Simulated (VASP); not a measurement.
**Si under changes of volume**

One of the cells (21.228 Å³/atom); the others are scaled copies at fixed shape and fractional positions:

```xyz
4
Lattice="-3.3243 3.3243 1.9210 3.3243 -3.3243 1.9210 3.3243 3.3243 -1.9210" Properties=species:S:1:pos:R:3 pbc="T T T"
Si   -2.1355    2.1355    1.9210
Si    2.1355   -2.1355    1.9210
Si    2.1355    2.1355    1.9210
Si    1.1888    1.1888    0.0000
```

This isn't the form of Si at room conditions, which is diamond.

- Program: VASP 6.6.1
- Functional: r2SCAN
- Potentials or basis: VASP PAW PBE potentials, release 64 (Si)
- Cutoff: 520 eV
- k mesh: 8 × 8 × 8
- Occupations: gaussian, width 0.02 eV
- Spin: no spin polarisation

```tsv
volume (Å³/atom)	energy over the lowest point (meV/atom)	pressure (GPa)	gap on the mesh (eV)	largest force (eV/Å)
20.379	?	?	?	?
20.804	2.48	1.9	0.39	0.028
21.228	0.00	0.0	0.45	0.002
21.653	2.29	-1.7	0.48	0.029
22.077	8.88	-3.2	0.48	0.055
```

**Question.** What does the run at 20.379 Å³/atom give?

**Answer.** Energy over the lowest point 10.25 meV/atom; pressure 4.0 GPa; gap on the mesh 0.32 eV; largest force 0.059 eV/Å.

Worked out: A Birch-Murnaghan fit of order 2 (a polynomial in V^(-2/3)) to the other rows has its minimum at 21.23 Å³/atom with B0 = V·E''(V) = 90 GPa at fixed shape and positions, which overstates the stiffness. It gives 10.24 meV/atom at 20.379 Å³/atom, against the run's 10.25, and -dE/dV = 4.0 GPa, against 4.0. A parabola through the other rows of the gap, of slope 5.3 eV per unit of ln V there, extrapolates to 0.30 eV, against the run's 0.32.

Energies are extrapolated to zero smearing.

Caveats: the PAW data sets were made with another functional, which shifts forces and pressure a little.

A mesh can miss the band edges.
